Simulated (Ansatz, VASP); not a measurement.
# Two plane-wave programs on PtS2

Contents of INCAR:

```
SYSTEM = PtS2
PREC = Accurate ; ENCUT = 520
EDIFF = 1E-6 ; ISMEAR = 0
SIGMA = 0.05 ; LREAL = .False.
LASPH = .True. ; NELM = 100
ALGO = Normal ; ISIF = 2
LWAVE = .False. ; LCHARG = .False.
GGA = PS ; NBANDS = 18
```

File KPOINTS:

```
regular mesh
0
Gamma
  12 12 8
  0 0 0
```

POSCAR

```
PtS2
1.0
    3.6317794627      0.0000000000      0.0000000000
   -1.8158897313      3.1452132756      0.0000000000
    0.0000000000      0.0000000000      4.7868600000
Pt S
1 2
Direct
    0.0000000000      0.0000000000      0.0000000000
    0.3333333333      0.6666666667      0.2500000000
    0.6666666667      0.3333333333      0.7500000000
```

Input for Ansatz:

```yaml
crystal:
  lattice:
    - [3.6317794627, 0.0, 0.0]
    - [-1.8158897313, 3.1452132756, 0.0]
    - [0.0, 0.0, 4.78686]
  atoms:
    - { symbol: Pt, position: [0.0, 0.0, 0.0] }
    - { symbol: S, position: [0.3333333333, 0.6666666667, 0.25] }
    - { symbol: S, position: [0.6666666667, 0.3333333333, 0.75] }
basis:
  ecutwfc: 420
kpoints:
  mp_grid: { grid: [12, 12, 8] }
hamiltonian:
  xc: pbesol
scf:
  occupations: { method: gaussian, width: 0.05 }
output:
  forces: true
  stress: true
  eigenvalues: true
```

Change from the starting cell: strain +0.025 along x and y, -0.050 along z, atoms carried along.

Alike in both runs: task single point; functional PBEsol; k mesh 12 × 12 × 8; occupations gaussian, width 0.05 eV; no spin polarisation.

|  | VASP | Ansatz |
| --- | --- | --- |
| version | VASP 6.6.1 | Ansatz 0.2.0 |
| potentials or method | VASP PAW PBE potentials, release 64 (Pt, S) | scalar-relativistic, plane waves, PAW |
| plane-wave cutoff (eV) | 520 | 420 |
| valence electrons in the cell | 22 | 30 |

```csv
,VASP,Ansatz,Ansatz less VASP
gap on the k mesh at the Fermi level (eV),0.17,0.16,-0.007
least direct gap on the mesh (eV),0.63,0.63,-0.005
pressure (GPa),-5.6,-5.3,+0.25
largest component of the traceless stress (GPa),2.31,2.19,-0.124
rms of the force components (eV/Å),0.178,0.167,-0.0105
```

Atom by atom the forces differ by 0.011 eV/Å (rms over components). The two sets of potentials don't hold the same shells in valence.

Caveats: the PAW data sets were made with another functional, which shifts forces and pressure a little (VASP); spin-orbit coupling is left out, which moves the levels of the heavy elements; the cell's inner coordinates are idealised or old, which leaves forces on the atoms.
